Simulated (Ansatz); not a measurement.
GaCo₄: competing structures

The calculation used DFT PBE, scalar-relativistic, plane waves, PAW in Ansatz 0.2.0. All cells share a 420 eV cutoff and Γ-centred k meshes spaced at most about 0.3 Å⁻¹ (about 0.25 or finer for metals, 2π included). Spin is collinear.

Energies over the elements count from the elements' standard structures at the same level, with no fitted energy shifts.

These are static total energies at zero pressure. Only the structures computed here compete, so a lower one can exist. Another magnetic order may lie lower.

Invented guesses and database cells were relaxed alike, and ends that match in structure, energy and magnetic state were merged. ΔE counts from the first row. Coordination counts all near atoms (those within 1.25 times the shortest distance at each site; a plus sign parts nearer from farther groups). The ends were matched against large subsets of the Crystallography Open Database and the Materials Project, so a missing match doesn't prove that a structure is unreported.

```csv
#,reached from,type and space group,atoms,Å³/atom,coordination,ΔE (meV/atom),gap on mesh (eV),moments,in databases
1,a Materials Project cell,R-3m (No. 166),5,11.7,"Ga 12, Co 12",0,0.00,"parallel, 1.6 μB",Materials Project
2,random cell,F-43m (No. 216),5,14.6,"Ga 12, Co 6+3",380,0.00,"parallel, 1.7 μB",no match
3,random cell,Im-3m (No. 229),5,14.8,"Ga 8, Co 2+6",838,0.00,"parallel, 1.6 μB",no match
```

The lowest: Space group R-3m (No. 166), trigonal, a = 2.585 Å, c = 30.240 Å. Ga is surrounded by 6 Co at 2.57 Å and 6 Ga at 2.58 Å; around Co on its first site lie 9 Co at 2.45–2.58 Å and 3 Ga at 2.57 Å; Co on its second site is surrounded by 12 Co at 2.45–2.58 Å. Its energy over the elements is +0.05 eV/atom. A positive value: parting into the elements would lower its energy. Materials Project cells can be hypothetical, and an observed structure of this formula, if there is one, may be missing.

```
Ga Co
1.0
     1.29242    0.74618   10.08016
    -1.29242    0.74618   10.08016
     0.00000   -1.49236   10.08016
Ga Co
1 4
Direct
  0.00000 0.00000 0.00000
  0.40246 0.40246 0.40246
  0.80000 0.80000 0.80000
  0.20000 0.20000 0.20000
  0.59754 0.59754 0.59754
```

The second: Space group F-43m (No. 216), cubic, a = 6.632 Å. Around Ga lie 12 Co at 2.75 Å; Co has 6 Co at 2.34–2.35 Å and 3 Ga at 2.75 Å. Counting all near atoms, the first has Ga 12, Co 12 and the second has Ga 12, Co 6+3. Cells relaxed within their symmetry can be saddle points. Some types were kept out of the candidates beforehand, so the set may lack a known form.
